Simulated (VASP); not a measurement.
# MgO (Fm-3m) in VASP: further runs, part 2 of 2

VASP 6.6.1. Earlier steps stand in the parts before.

## 4. Single point, LDA

The input, INCAR:

```
PREC = Accurate
ENCUT = 500
EDIFF = 1E-7
ISMEAR = 0
SIGMA = 0.05
LREAL = Auto
LASPH = True
NELM = 100
ALGO = Normal
ISIF = 2
LWAVE = False
LCHARG = False
GGA = CA
NBANDS = 11
ADDGRID = False
```

The input, KPOINTS:

```
regular mesh
0
Gamma
  11 11 11
```

The input, POSCAR:

```
MgO
1.0
    0.0000000000      2.0970013927      2.0970013927
    2.0970013927      0.0000000000      2.0970013927
    2.0970013927      2.0970013927      0.0000000000
Mg O
1 1
Direct
    0.0000000000      0.0000000000      0.0000000000
    0.5000000000      0.5000000000      0.5000000000
```

Potentials or basis: VASP PAW LDA potentials, release 64 (Mg, O).

Launch:

```bash
cat potpaw_LDA.64/Mg/POTCAR potpaw_LDA.64/O/POTCAR > POTCAR
mpirun -np 1 vasp_std > vasp.out
```

OUTCAR:

```text
PREC = Accurate
   ENCUT = 500
   EDIFF = 1E-7
   ISMEAR = 0
   LREAL = Auto
   LASPH = True
   NELM = 100
   ISIF = 2
   GGA = CA

 Found     56 irreducible k-points:

 Following reciprocal coordinates:
            Coordinates               Weight
  0.000000  0.000000  0.000000      1.000000
  0.090909  0.000000  0.000000      8.000000
  0.181818  0.000000  0.000000      8.000000
  0.272727  0.000000  0.000000      8.000000
  0.363636  0.000000  0.000000      8.000000
  0.454545  0.000000  0.000000      8.000000
   k-points           NKPTS =     56   k-points in BZ     NKDIM =     56   number of bands    NBANDS=     11
   number of dos      NEDOS =    301   number of ions     NIONS =      2
   total plane-waves  NPLWV =  13824
   dimension x,y,z NGX =    24 NGY =   24 NGZ =   24
   dimension x,y,z NGXF=    48 NGYF=   48 NGZF=   48
   ions per type =               1   1
   NGX,Y,Z   is equivalent  to a cutoff of  13.45, 13.45, 13.45 a.u.
   NGXF,Y,Z  is equivalent  to a cutoff of  26.91, 26.91, 26.91 a.u.
 SYSTEM =  unknown system
   PREC   = accura    normal or accurate (medium, high low for compatibility)
   ISTART =      0    job   : 0-new  1-cont  2-samecut
   ICHARG =      2    charge: 1-file 2-atom 10-const
   ISPIN  =      1    spin polarized calculation?
   LNONCOLLINEAR =      F non collinear calculations
   LSORBIT =      F    spin-orbit coupling
   LASPH  =      T    aspherical Exc in radial PAW
   ENCUT  =  500.0 eV  36.75 Ry    6.06 a.u.   5.41  5.41  5.41*2*pi/ulx,y,z
   NELM   =    100;   NELMIN=  2; NELMDL= -5     # of ELM steps
   EDIFF  = 0.1E-06   stopping-criterion for ELM
   LREAL  =      T    real-space projection
   EDIFFG = 0.1E-05   stopping-criterion for IOM
   NSW    =      0    number of steps for IOM
   IBRION =     -1    ionic relax: 0-MD 1-quasi-New 2-CG
   NFREE  =      0    steps in history (QN), initial steepest desc. (CG)
   ISIF   =      2    stress and relaxation
   ISYM   =      2    0-nonsym 1-usesym 2-fastsym
   POTIM  = 0.5000    time-step for ionic-motion
   TEBEG  =    0.0;   TEEND  =   0.0 temperature during run
   PSTRESS=    0.0 pullay stress
   NELECT =       8.0000    total number of electrons
   NUPDOWN=      -1.0000    fix difference up-down
   EMIN   =  10.00;   EMAX   =-10.00  energy-range for DOS
   EFERMI =   0.00;   METHOD = LEGACY
   ISMEAR =     0;   SIGMA  =   0.05  broadening in eV -4-tet -1-fermi 0-gaus
   EFERMI_NEDOS =   21; number of points for ismear=-14 and -15
   IALGO  =     38    algorithm
   IMIX   =      4    mixing-type and parameters
     AMIX     =   0.40;   BMIX     =  1.00
     AMIX_MAG =   1.60;   BMIX_MAG =  1.00
  volume/ion in A,a.u.               =       9.22        62.23
  Fermi-wavevector in a.u.,A,eV,Ry     =   1.239261  2.341864 20.895389  1.535768
  Thomas-Fermi vector in A             =   2.373752
   LORBIT       =      0    0 simple, 1 ext, 2 COOP (PROOUT), +10 PAW based schemes
   GGA     = CA    functional components
   LHFCALC =     F    Hartree Fock is set to
   AEXX    =    0.0000 exact exchange contribution
   IVDW    =     0    specifies the selected vdW correction
   LEPSILON=     F    determine dielectric tensor
   LRPA    =     F    only Hartree local field effects (RPA)
 non-spin polarized calculation
 Gauss-broadening in eV      SIGMA  =   0.05
  energy-cutoff  :      500.00
  volume of cell :       18.44
 maximum number of plane-waves:       487
 NGX is ok and might be reduce to    24
   NGX = 11   NGY = 11   NGZ = 11

 number of electron       8.0000004 magnetization

 Free energy of the ion-electron system (eV)
  ---------------------------------------------------
  ext. energy  EPLUGINS =         0.00000000
  ---------------------------------------------------
  free energy    TOTEN  =       -13.43593649 eV

  energy without entropy =      -13.43593649  energy(sigma->0) =      -13.43593649

 E-fermi :   3.2944     XC(G=0): -11.6542

 val. band max:        2.9792463858   @ k =   0.0000   0.0000   0.0000
 cond. band min:       7.7621191261   @ k =   0.0000   0.0000   0.0000
 fundamental gap:      4.7828727402
 Fermi energy:         3.2943680458

 k-point     1 :       0.0000    0.0000    0.0000
  band No.  band energies     occupation
      1     -14.0899      2.00000
      2       2.9792      2.00000
      3       2.9792      2.00000
      4       2.9792      2.00000
      5       7.7621      0.00000
      6      18.5745      0.00000
      7      18.5745      0.00000
      8      18.5745      0.00000
      9      22.6329      0.00000
     10      24.2934      0.00000
     11      24.2934      0.00000
[... 57 lines left out ...]
 k-point     6 :       0.4545    0.0000    0.0000
  band No.  band energies     occupation
      1     -12.7391      2.00000
      2      -1.6985      2.00000
      3       2.3113      2.00000
      4       2.3113      2.00000
      5      10.7889      0.00000
      6      15.4819      0.00000
      7      19.1331      0.00000
      8      19.1331      0.00000
      9      23.7694      0.00000
     10      25.1254      0.00000
     11      25.1254      0.00000

 [... further k-points ...]
[... 5 lines left out ...]
  --------------------------------------------------------------------------------------
  -------------------------------------------------------------------------------------
  Total       -0.6771436     -0.6771436     -0.6771436     -0.0000000      0.0000000     -0.0000000
  in kB      -58.8254390    -58.8254390    -58.8254390     -0.0000000      0.0000000     -0.0000000
  external PRESSURE =     -58.8254390 kB  Pullay stress =       0.0000000 kB

 VOLUME and BASIS-vectors are now :
 -----------------------------------------------------------------------------
  energy-cutoff  :      500.00
  volume of cell :       18.44
      direct lattice vectors                 reciprocal lattice vectors
     0.000000000  2.097001393  2.097001393    -0.238435702  0.238435702  0.238435702
     2.097001393  0.000000000  2.097001393     0.238435702 -0.238435702  0.238435702
     2.097001393  2.097001393  0.000000000     0.238435702  0.238435702 -0.238435702

 POSITION                                       TOTAL-FORCE (eV/Angst)
 -----------------------------------------------------------------------------------
      0.00000      0.00000      0.00000        -0.000000     -0.000000      0.000000
      2.09700      2.09700      2.09700         0.000000      0.000000      0.000000
 -----------------------------------------------------------------------------------
    total drift:                               -0.000000     -0.000000      0.000000

  FREE ENERGIE OF THE ION-ELECTRON SYSTEM (eV)
  ---------------------------------------------------
  free  energy   TOTEN  =       -13.4359364933 eV

  energy  without entropy=      -13.4359364933  energy(sigma->0) =      -13.43593649
```

Wall time 13 s (1 thread of AMD EPYC 9R45 (Zen 5), shared host); peak memory 0.1 GiB.

The run converged, but some of its settings lie outside the range that counts as converged, so its numbers aren't taken as properties of the crystal.

What came out:

* Free energy: -13.4359 eV
* Pressure: -5.9 GPa
* Band gap on the k mesh: 4.78 eV, direct

## 5. Single point, LDA

INCAR is that of step 4.

KPOINTS is that of step 4.

The input, POSCAR:

```
MgO
1.0
    0.0000000000      2.0970013927      2.0970013927
    2.0970013927      0.0000000000      2.0970013927
    2.0970013927      2.0970013927      0.0000000000
Mg O
1 1
Direct
   -0.0111690000     -0.0083340000      0.0019910000
    0.5083620000      0.4891820000      0.5308490000
```

Potentials or basis: VASP PAW LDA potentials, release 64 (Mg, O).

Launch:

```bash
cat potpaw_LDA.64/Mg/POTCAR potpaw_LDA.64/O/POTCAR > POTCAR
mpirun -np 1 vasp_std > vasp.out
```

OUTCAR:

```text
PREC = Accurate
   ENCUT = 500
   EDIFF = 1E-7
   ISMEAR = 0
   LREAL = Auto
   LASPH = True
   NELM = 100
   ISIF = 2
   GGA = CA

 Found    666 irreducible k-points:

 Following reciprocal coordinates:
            Coordinates               Weight
  0.000000  0.000000  0.000000      1.000000
  0.090909  0.000000  0.000000      2.000000
  0.000000  0.090909  0.000000      2.000000
  0.000000  0.000000  0.090909      2.000000
  0.090909  0.090909  0.090909      2.000000
  0.181818  0.000000  0.000000      2.000000
   k-points           NKPTS =    666   k-points in BZ     NKDIM =    666   number of bands    NBANDS=     11
   number of dos      NEDOS =    301   number of ions     NIONS =      2
   total plane-waves  NPLWV =  13824
   dimension x,y,z NGX =    24 NGY =   24 NGZ =   24
   dimension x,y,z NGXF=    48 NGYF=   48 NGZF=   48
   ions per type =               1   1
   NGX,Y,Z   is equivalent  to a cutoff of  13.45, 13.45, 13.45 a.u.
   NGXF,Y,Z  is equivalent  to a cutoff of  26.91, 26.91, 26.91 a.u.
 SYSTEM =  unknown system
   PREC   = accura    normal or accurate (medium, high low for compatibility)
   ISTART =      0    job   : 0-new  1-cont  2-samecut
   ICHARG =      2    charge: 1-file 2-atom 10-const
   ISPIN  =      1    spin polarized calculation?
   LNONCOLLINEAR =      F non collinear calculations
   LSORBIT =      F    spin-orbit coupling
[... 60 lines left out ...]
 k-point     1 :       0.0000    0.0000    0.0000
  band No.  band energies     occupation
      1     -14.0964      2.00000
      2       2.9447      2.00000
      3       2.9591      2.00000
      4       2.9712      2.00000
      5       7.7423      0.00000
      6      18.5786      0.00000
      7      18.6177      0.00000
      8      18.6710      0.00000
      9      22.5958      0.00000
     10      24.3108      0.00000
     11      24.3325      0.00000
[... 57 lines left out ...]
 k-point     6 :       0.1818    0.0000    0.0000
  band No.  band energies     occupation
      1     -13.7434      2.00000
      2       1.2057      2.00000
      3       2.7450      2.00000
      4       2.7709      2.00000
      5       9.3243      0.00000
      6      16.0597      0.00000
      7      19.2273      0.00000
      8      19.2929      0.00000
      9      22.9524      0.00000
     10      22.9954      0.00000
     11      25.1792      0.00000

 [... further k-points ...]
[... 5 lines left out ...]
  --------------------------------------------------------------------------------------
  -------------------------------------------------------------------------------------
  Total       -0.5772095     -0.2674619     -0.6550386     -0.0390988     -0.0257247     -0.0125447
  in kB      -50.1438798    -23.2351972    -56.9051204     -3.3966293     -2.2347820     -1.0897973
  external PRESSURE =     -43.4280658 kB  Pullay stress =       0.0000000 kB

 VOLUME and BASIS-vectors are now :
 -----------------------------------------------------------------------------
  energy-cutoff  :      500.00
  volume of cell :       18.44
      direct lattice vectors                 reciprocal lattice vectors
     0.000000000  2.097001393  2.097001393    -0.238435702  0.238435702  0.238435702
     2.097001393  0.000000000  2.097001393     0.238435702 -0.238435702  0.238435702
     2.097001393  2.097001393  0.000000000     0.238435702  0.238435702 -0.238435702

 POSITION                                       TOTAL-FORCE (eV/Angst)
 -----------------------------------------------------------------------------------
      2.08370      2.07776      4.15310         0.288556      0.580214      0.183703
      2.13901      2.17923      2.09185        -0.288556     -0.580214     -0.183703
 -----------------------------------------------------------------------------------
    total drift:                                0.003591      0.000172      0.000273

  FREE ENERGIE OF THE ION-ELECTRON SYSTEM (eV)
  ---------------------------------------------------
  free  energy   TOTEN  =       -13.3956891567 eV

  energy  without entropy=      -13.3956891567  energy(sigma->0) =      -13.39568916
```

Wall time 2.7 min (1 thread of AMD EPYC 9R45 (Zen 5), shared host); peak memory 0.16 GiB.

The run converged, but some of its settings lie outside the range that counts as converged, so its numbers aren't taken as properties of the crystal.

Results:

```yaml
Free_energy: -13.3957 eV
Pressure: -4.3 GPa
Largest_force: 0.674 eV/Å
Band_gap_on_the_k_mesh: 4.77 eV, direct
```

## 6. Single point, LDA

Changes to INCAR since step 5:

```diff
@@ -2,6 +2,6 @@
 ENCUT = 500
-EDIFF = 1E-7
+EDIFF = 1E-5
 ISMEAR = 0
 SIGMA = 0.05
-LREAL = Auto
+LREAL = False
 LASPH = True
```

KPOINTS is that of step 5.

The input, POSCAR:

```
MgO
1.0
    0.0000000000      2.0970013927      2.0970013927
    2.0970013927      0.0000000000      2.0970013927
    2.0970013927      2.0970013927      0.0000000000
Mg O
1 1
Direct
    0.0000000000      0.0000000000      0.0000000000
    0.5000000000      0.5000000000      0.5000000000
```

Potentials or basis: VASP PAW LDA potentials, release 64 (Mg, O).

Launch:

```bash
cat potpaw_LDA.64/Mg/POTCAR potpaw_LDA.64/O/POTCAR > POTCAR
mpirun -np 1 vasp_std > vasp.out
```

Wall time 8.2 s (1 thread of AMD EPYC 9R45 (Zen 5), shared host); peak memory 0.1 GiB.

The run converged, but some of its settings lie outside the range that counts as converged, so its numbers aren't taken as properties of the crystal.

What came out:

- Free energy: -13.4348 eV
- Pressure: -5.8 GPa
- Band gap on the k mesh: 4.78 eV, direct

## 7. The reference run

An earlier run on the cell as given: functional PBE; potentials or basis VASP PAW PBE potentials, release 64 (Mg, O); cutoff 520 eV; k mesh 11 × 11 × 11; occupations fermi-dirac, width 0.05 eV; no spin polarisation.

- Pressure: 6.2 GPa
- Band gap on the k mesh: 4.85 eV, direct
